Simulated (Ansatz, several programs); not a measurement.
Li2S (started from an entry of an open crystallographic database), relaxed with r2SCAN in Ansatz (plane waves, PAW): space group Fm-3m (No. 225), cubic; a = 5.691 Å in the conventional setting, 15.36 Å³ an atom. Li has 4 S at 2.46 Å; S has 8 Li at 2.46 Å. The cell was then scaled with its shape and fractional coordinates held. (Simulation; spin polarisation is off.)

```tsv
V (Å³/atom)	E (meV/atom)
14.435	8.09
15.356	0.00
15.817	1.73
16.278	6.63
```

Q: Pass a cubic E = c₀ + c₁u + c₂u² + c₃u³, with u = V − 15.472 Å³, through these points.

A: c₀ = 0.11, c₁ = +1.918, c₂ = 8.364, c₃ = -0.8754 (meV and Å³).

Q: Where is the minimum, and what bulk modulus follows?

A: dE/du = 0 at u = -0.113, so V₀ = 15.36 Å³. B = V₀ d²E/dV² = 15.36 × (2c₂ + 6c₃u) = 15.36 × 17.320 = 266 meV/Å³, and 1 meV/Å³ is 0.16022 GPa: 43 GPa. A third-order Birch-Murnaghan fit to all five points gives 15.36 Å³ and 42 GPa.

Q: Predict the energy and the pressure at the withheld volume, 14.896 Å³.

A: With u = -0.576: E ≈ 1.95 meV and P = −dE/dV ≈ +1.38 GPa. The run gives 1.93 meV and, from its stress, +1.37 GPa.
